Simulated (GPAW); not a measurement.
## SiC (P6_3mc): G0W0 with GPAW, start to end

Aim: the G0W0 gap of SiC (P6_3mc) on PBE, step by step.

Calculated with GPAW 26.7.0; PBE and many-body steps on it, plane waves.

**Experimental background.**

- Gap 3 eV: optical absorption onset, approximate; UV-Vis-NIR transmission; bulk crystal (400 micron semi-insulating 6H-SiC wafer) (“Effects of energetic ion irradiation on WSe2/SiC heterostructures”, 2017, pmc:5482891).

- Gap 3.02 eV: band gap at cryogenic temperature; bulk crystal (literature value) (quoted in “Silicon carbide diodes for neutron detection”, 2020, arxiv:2009.14696).

- Gap 3.03 eV: indirect gap, experimental literature value; quoted from earlier experiment; bulk crystal (quoted in “Charge spill-out and work function of few-layer graphene on SiC(0001)”, 2018, arxiv:1806.04908).

This is a report of a sequence of runs, with most program output left out.

## 1. The starting structure

It takes space group P6_3mc (No. 186, hexagonal). Conventional cell: a = 3.081 Å, b = 3.081 Å, c = 15.125 Å, α = 90.00°, β = 90.00°, γ = 120.00°. Nearest to Si lie 4 C at 1.88 to 1.90 Å. Nearest to Si lie 4 C at 1.89 Å. C has 4 Si at 1.88 to 1.89 Å nearest. Nearest to C lie 4 Si at 1.89 Å. Nearest to C lie 4 Si at 1.89 to 1.90 Å. Farther neighbours are not listed.

The cell and positions come from the Crystallography Open Database and are kept as given unless a step says otherwise.

## 2. Ground state

This step: GPAW 26.7.0; DFT, PBE, plane waves, PAW.

The ground-state density comes first.

Contents of run.py:

```python
import json
import numpy as np
from gpaw.mpi import world
from ase import Atoms
from gpaw import GPAW, PW, FermiDirac

atoms = Atoms(['Si', 'Si', 'Si', 'Si', 'Si', 'Si', 'C', 'C', 'C', 'C', 'C', 'C'],
    cell=[[3.0810000000, 0.0000000000, 0.0000000000],
      [-1.5405000000, 2.6682242691, 0.0000000000],
      [0.0000000000, 0.0000000000, 15.1248000000]],
    scaled_positions=[[0.0000000000, 0.0000000000, 0.0000000000],
      [0.0000000000, 0.0000000000, 0.5000000000],
      [0.3333333333, 0.6666666667, 0.1664000000],
      [0.6666666667, 0.3333333333, 0.6664000000],
      [0.6666666667, 0.3333333333, 0.3329000000],
      [0.3333333333, 0.6666666667, 0.8329000000],
      [0.3333333333, 0.6666666667, 0.0412000000],
      [0.6666666667, 0.3333333333, 0.5412000000],
      [0.6666666667, 0.3333333333, 0.2080000000],
      [0.3333333333, 0.6666666667, 0.7080000000],
      [0.0000000000, 0.0000000000, 0.3746000000],
      [0.0000000000, 0.0000000000, 0.8746000000]],
    pbc=(True, True, True))
calc = GPAW(mode=PW(600),
    xc='PBE',
    kpts={'size': (9, 9, 2), 'gamma': True},
    occupations=FermiDirac(0.001),
    nbands=-12,
    convergence={'density': 1e-6, 'bands': -3},
    maxiter=100,
    txt='gs.txt')
atoms.calc = calc
res = {'energy': atoms.get_potential_energy()}
kpts = calc.get_ibz_k_points()
res['kpts'] = kpts
res['eigenvalues'] = [calc.get_eigenvalues(kpt=k) for k in range(len(kpts))]
res['n_electrons'] = calc.get_number_of_electrons()
calc.write('gs.gpw')

if world.rank == 0:
    with open('result.json', 'w') as f:
        json.dump(res, f, default=lambda x: x.tolist())
```

Run with:

```console
mpirun -n 4 gpaw python run.py
```

Run time: 82 s. Hardware: 4 MPI ranks of Arm Neoverse V2, shared host; peak memory 0.93 GiB; 5.4 min of CPU time.

Numbers from this step:

```yaml
total_energy: -89.8409 eV
gap: 2.094 eV
k_of_the_valence_top: 0, 0, 0
k_of_the_conduction_bottom: 0.4444, 0, 0
least_direct_gap: 3.167 eV
```

The gap is indirect, with the least direct gap 1.07 eV higher.

## 3. Bands along the symmetry lines

Levels along a band path, at the cheap level, show where the edges lie and whether the meshes to come will hold them.

Contents of run.py:

```python
import json
import numpy as np
from gpaw.mpi import world
from gpaw import GPAW

path = [[0.000000, 0.000000, 0.000000],
    [0.062500, 0.000000, 0.000000],
    [0.125000, 0.000000, 0.000000],
    [0.187500, 0.000000, 0.000000],
    [0.250000, 0.000000, 0.000000],
    [0.312500, 0.000000, 0.000000],
    [0.375000, 0.000000, 0.000000],
    [0.437500, 0.000000, 0.000000],
    [0.500000, 0.000000, 0.000000],
    [0.479167, 0.041667, 0.000000],
    [0.458333, 0.083333, 0.000000],
    [0.437500, 0.125000, 0.000000],
    [0.416667, 0.166667, 0.000000],
    [0.395833, 0.208333, 0.000000],
    [0.375000, 0.250000, 0.000000],
    [0.354167, 0.291667, 0.000000],
    [0.333333, 0.333333, 0.000000],
    [0.291667, 0.291667, 0.000000],
    [0.250000, 0.250000, 0.000000],
    [0.208333, 0.208333, 0.000000],
    [0.166667, 0.166667, 0.000000],
    [0.125000, 0.125000, 0.000000],
    [0.083333, 0.083333, 0.000000],
    [0.041667, 0.041667, 0.000000],
    [0.000000, 0.000000, 0.000000],
    [0.000000, 0.000000, 0.062500],
    [0.000000, 0.000000, 0.125000],
    [0.000000, 0.000000, 0.187500],
    [0.000000, 0.000000, 0.250000],
    [0.000000, 0.000000, 0.312500],
    [0.000000, 0.000000, 0.375000],
    [0.000000, 0.000000, 0.437500],
    [0.000000, 0.000000, 0.500000],
    [0.062500, 0.000000, 0.500000],
    [0.125000, 0.000000, 0.500000],
    [0.187500, 0.000000, 0.500000],
    [0.250000, 0.000000, 0.500000],
    [0.312500, 0.000000, 0.500000],
    [0.375000, 0.000000, 0.500000],
    [0.437500, 0.000000, 0.500000],
    [0.500000, 0.000000, 0.500000],
    [0.479167, 0.041667, 0.500000],
    [0.458333, 0.083333, 0.500000],
    [0.437500, 0.125000, 0.500000],
    [0.416667, 0.166667, 0.500000],
    [0.395833, 0.208333, 0.500000],
    [0.375000, 0.250000, 0.500000],
    [0.354167, 0.291667, 0.500000],
    [0.333333, 0.333333, 0.500000],
    [0.291667, 0.291667, 0.500000],
    [0.250000, 0.250000, 0.500000],
    [0.208333, 0.208333, 0.500000],
    [0.166667, 0.166667, 0.500000],
    [0.125000, 0.125000, 0.500000],
    [0.083333, 0.083333, 0.500000],
    [0.041667, 0.041667, 0.500000],
    [0.000000, 0.000000, 0.500000],
    [0.500000, 0.000000, 0.500000],
    [0.500000, 0.000000, 0.437500],
    [0.500000, 0.000000, 0.375000],
    [0.500000, 0.000000, 0.312500],
    [0.500000, 0.000000, 0.250000],
    [0.500000, 0.000000, 0.187500],
    [0.500000, 0.000000, 0.125000],
    [0.500000, 0.000000, 0.062500],
    [0.500000, 0.000000, 0.000000],
    [0.333333, 0.333333, 0.500000],
    [0.333333, 0.333333, 0.437500],
    [0.333333, 0.333333, 0.375000],
    [0.333333, 0.333333, 0.312500],
    [0.333333, 0.333333, 0.250000],
    [0.333333, 0.333333, 0.187500],
    [0.333333, 0.333333, 0.125000],
    [0.333333, 0.333333, 0.062500],
    [0.333333, 0.333333, 0.000000]]
calc = GPAW('gs.gpw').fixed_density(kpts=path,
    symmetry='off',
    nbands=34,
    convergence={'bands': 30},
    txt='bands.txt')
res = {}
kpts = calc.get_ibz_k_points()
res['kpts'] = kpts
res['eigenvalues'] = [calc.get_eigenvalues(kpt=k) for k in range(len(kpts))]
res['n_electrons'] = calc.get_number_of_electrons()

if world.rank == 0:
    with open('result.json', 'w') as f:
        json.dump(res, f, default=lambda x: x.tolist())
```

Run with:

```console
mpirun -n 4 gpaw python run.py
```

The job ended after 93 s (4 MPI ranks; peak memory 1.2 GiB).

Numbers from this step:

| Quantity | Value |
| --- | --- |
| gap | 2.004 eV |
| k of the valence top | 0, 0, 0 |
| k of the conduction bottom | 0.5, 0, 0.1875 |
| least direct gap | 3.114 eV |

The gap is 2.004 eV, −0.090 eV from the run before at this level.

Electronic bands along the path, in eV, zero at the top of the highest filled band:

```
    point  band 21  band 22  band 23  band 24  band 25  band 26  band 27  band 28
        Γ    -0.29    -0.04     0.00     0.00     5.17     5.34     5.74     6.26
  halfway    -1.18    -1.09    -0.70    -0.54     3.66     3.89     4.37     5.01
        M    -1.84    -1.76    -1.66    -1.11     2.01     2.20     3.22     3.89
  halfway    -2.44    -2.23    -2.00    -1.77     2.84     3.49     4.51     4.91
        K    -3.14    -2.21    -2.08    -2.08     3.48     3.48     3.74     5.04
  halfway    -1.78    -1.73    -1.30    -0.72     4.78     4.86     4.97     5.05
        Γ    -0.29    -0.04     0.00     0.00     5.17     5.34     5.74     6.26
  halfway    -0.20    -0.20    -0.02    -0.02     5.19     5.30     5.82     6.16
        A    -0.10    -0.10    -0.10    -0.10     5.24     5.24     5.98     5.98
  halfway    -1.00    -1.00    -0.71    -0.71     3.77     3.77     4.72     4.72
        L    -1.72    -1.72    -1.31    -1.31     2.05     2.05     3.44     3.44
  halfway    -2.68    -2.68    -1.67    -1.67     3.20     3.20     4.47     4.47
        H    -2.63    -2.63    -2.27    -2.27     3.67     3.67     4.31     4.31
  halfway    -1.96    -1.96    -0.85    -0.85     4.73     4.73     5.12     5.12
        A    -0.10    -0.10    -0.10    -0.10     5.24     5.24     5.98     5.98
jump to L    -1.72    -1.72    -1.31    -1.31     2.05     2.05     3.44     3.44
  halfway    -2.00    -1.64    -1.53    -1.16     2.00     2.15     3.28     3.67
        M    -1.84    -1.76    -1.66    -1.11     2.01     2.20     3.22     3.89
jump to H    -2.63    -2.63    -2.27    -2.27     3.67     3.67     4.31     4.31
  halfway    -2.97    -2.33    -2.16    -2.16     3.57     3.57     3.90     4.79
        K    -3.14    -2.21    -2.08    -2.08     3.48     3.48     3.74     5.04
```

## 4. Empty states on the mesh, 6×6×1 mesh, 175 bands

The sums over transitions need many empty states on a uniform mesh; this step solves for them.

Contents of run.py:

```python
import json
import numpy as np
from gpaw.mpi import world
from gpaw import GPAW

calc = GPAW('gs.gpw').fixed_density(kpts={'size': (6, 6, 1), 'gamma': True},
    nbands=204,
    convergence={'bands': 175},
    txt='nscf.txt')
calc.write('full.gpw', mode='all')
res = {}
kpts = calc.get_ibz_k_points()
res['kpts'] = kpts
res['eigenvalues'] = [calc.get_eigenvalues(kpt=k) for k in range(len(kpts))]
res['n_electrons'] = calc.get_number_of_electrons()

if world.rank == 0:
    with open('result.json', 'w') as f:
        json.dump(res, f, default=lambda x: x.tolist())
```

Run with:

```console
mpirun -n 4 gpaw python run.py
```

It took 63 s on 4 MPI ranks; peak memory 1.1 GiB; 4.2 min of CPU time.

This step gave:

```
gap                                                           : 2.008 eV
k of the valence top                                          : 0, 0, 0
k of the conduction bottom                                    : 0.5, 0.5, 0
least direct gap                                              : 3.114 eV
k points computed                                             : 7
lowest point of the top converged band, above the valence top : 54.5274 eV
```

On this mesh the gap is 2.008 eV.

## 5. Screening and self-energy, 6×6×1 mesh, 165 bands, screening to 70 eV

Now the one-shot GW correction: screening in the RPA, then the self-energy of the levels asked for.

This step: G0W0 on PBE, plane waves, PAW.

Contents of run.py:

```python
import json
import numpy as np
from gpaw.mpi import world
from gpaw.response.g0w0 import G0W0

gw = G0W0('full.gpw',
    filename='gw',
    kpts=[0, 6],
    bands=(22, 26),
    ecut=70,
    nbands=165,
    integrate_gamma='WS',
    ppa=True)
gw.calculate()
res = {mode: {k: v for k, v in r.items() if k != 'sigma_eskwn'}
       for mode, r in gw.all_results.items()}

if world.rank == 0:
    with open('result.json', 'w') as f:
        json.dump(res, f, default=lambda x: x.tolist())
```

Run with:

```console
mpirun -n 4 gpaw python run.py
```

Run time: 79 s. Hardware: 4 MPI ranks; peak memory 1.6 GiB.

Numbers from this step:

| Property | Result |
| --- | --- |
| G0W0 gap on the points computed | 2.564 eV |
| least direct G0W0 gap on the computed points | 3.818 eV |
| Z at the valence top | 0.8028 |
| Z at the conduction bottom | 0.8239 |
| starting gap on the mesh | 2.008 eV |
| k of the valence top | 0, 0, 0 |
| k of the conduction bottom | 0.5, 0.5, 0 |

The gap on the mesh goes from 2.01 eV to 2.56 eV, a correction of +0.56 eV. The start differs from the 2.09 eV found before because the two sample other k points.

Limits: finite bands, cutoff and mesh; coarse k mesh. v1 is the top filled band, c1 the lowest empty one. Levels before and after the correction, in eV, zero at the valence-band top of each column:

|  | conduction bottom | valence top |
| --- | --- | --- |
| Kohn-Sham | 2.01 | 0.00 |
| G0W0 | 2.56 | 0.00 |

```
                    level  energy (eV)
Kohn-Sham         Γ v2-v1        0.000
Kohn-Sham            Γ c1        5.169
Kohn-Sham            Γ c2        5.343
Kohn-Sham  (0.5 0.5 0) v2       -1.663
Kohn-Sham  (0.5 0.5 0) v1       -1.106
Kohn-Sham  (0.5 0.5 0) c1        2.008
Kohn-Sham  (0.5 0.5 0) c2        2.198
     G0W0         Γ v2-v1        0.000
     G0W0            Γ c1        6.088
     G0W0            Γ c2        6.264
     G0W0  (0.5 0.5 0) v2       -1.878
     G0W0  (0.5 0.5 0) v1       -1.253
     G0W0  (0.5 0.5 0) c1        2.564
     G0W0  (0.5 0.5 0) c2        2.763
```

## 6. Where the time went

Times are wall times on 4 MPI ranks of Arm Neoverse V2, shared host, good to a factor of about two.

| step | time | share | memory (GiB) |
| --- | --- | --- | --- |
| ground state | 82 s | 26 % | 0.93 |
| bands along the symmetry lines | 93 s | 29 % | 1.2 |
| empty states on the mesh | 63 s | 20 % | 1.1 |
| screening and self-energy | 79 s | 25 % | 1.6 |

## 7. Summary of results

| Item | Value |
| --- | --- |
| PBE gap | 2.00 eV, indirect |
| G0W0 gap on the mesh | 2.56 eV |
| GW settings | 6×6×1 mesh, 165 bands, screening to 70 eV, Godby-Needs plasmon pole |
| known limits | not at the basis limit; coarse k mesh |

**Reading.** G0W0 moves the gap on the mesh from 2.01 eV to 2.56 eV (+0.56 eV), with Z of 0.80 and 0.82 at the edges. Only 2 of the mesh's irreducible points were corrected, so a valley elsewhere could overtake. Against experiment, by G0W0@PBE: the gap of 2.56 eV lies −0.44 eV from the measured 3 eV (optical, 2017); the gap of 2.56 eV lies −0.46 eV from the measured 3.02 eV (kind not stated, quoted 2020); the gap of 2.56 eV lies −0.47 eV from the measured 3.03 eV (indirect, quoted 2018). An exciton line or allowed optical edge lies below the quasiparticle gap by the binding energy; a forbidden edge can push the onset above it. The calculation has static nuclei and no excitons; a measured gap holds zero-point and thermal motion, which mostly lowers it. Bands and cutoff are finite, so the gap is not at the basis limit. The miss can reach some tenths of an eV and take either sign; the mesh is an error of its own. These stock PAW sets were not made for GW. In the G0W0 run levels were corrected at 2 k points alone, so a gap called «on the mesh» is the least over those, and an edge elsewhere would be missed. The 6×6×1 mesh is coarse for this cell, which bears on the long-range parts of exchange and screening.

[Paths, hosts, dates, memory and timing lines, banners, echoed tables and standing remarks are left out of the program output.]

[Logs are printed without paths, hosts, clocks, repeated set-up lines and the standing remarks that a program may print on its own settings, such as how far it seeks lower states.]

[Runs of the session that timed out or met a known fault of the program may be left out.]

[Hosts, paths, dates, database ids (printed as entryN), source tags and the programs' standing remarks are cut or masked in the printed files.]
